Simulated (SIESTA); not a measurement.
The system is SnTe.

```
Te Sn
1.0
     0.00000    3.15085    3.15085
     3.15085    0.00000    3.15085
     3.15085    3.15085    0.00000
Te Sn
1 1
Direct
  0.50000 0.50000 0.50000
  0.00000 0.00000 0.00000
```

* Program: SIESTA 5.4.2
* Task: relaxation of cell and atoms
* Functional: PBE
* Potentials or basis: PseudoDojo 0.4 standard (PBE files)
* Basis: TZP (energy shift 0.003 Ry; two zetas on semicore shells)
* Grid cutoff: 500 Ry
* Energy shift: 0.003 Ry
* k mesh: 7 × 7 × 7
* Occupations: fermi-dirac, width 0.05 eV
* Spin: no spin polarisation

At the start: pressure 2.9 GPa; volume 31.28 Å³/atom.

Task: How do energy, volume and symmetry change on relaxing?

Result: Over 4 steps the energy falls by 16.2 meV/atom and the volume is 33.34 Å³/atom (+6.6 %); space group Fm-3m (No. 225, to 0.05 Å).

Step by step:
```csv
step,energy change (eV),largest force (eV/Å),pressure (GPa),volume (Å³)
1,0.0000,0.0000,2.92,62.56
2,-0.0124,0.0000,2.28,63.33
3,-0.0352,0.0000,0.23,66.32
4,-0.0324,0.0000,-0.01,66.68
```

Final structure:
```cif
data_structure
_symmetry_space_group_name_H-M 'P 1'
_symmetry_Int_Tables_number 1
_cell_length_a 4.5525
_cell_length_b 4.5525
_cell_length_c 4.5525
_cell_angle_alpha 59.976
_cell_angle_beta 59.976
_cell_angle_gamma 59.976
_cell_volume 66.68
loop_
_atom_site_label
_atom_site_type_symbol
_atom_site_fract_x
_atom_site_fract_y
_atom_site_fract_z
_atom_site_occupancy
Te1 Te 0.50000 0.50000 0.50000 1
Sn1 Sn 0.00000 0.00000 0.00000 1
```

Caveat: the basis of atomic orbitals isn't converged, which shifts pressures, moduli and gaps.
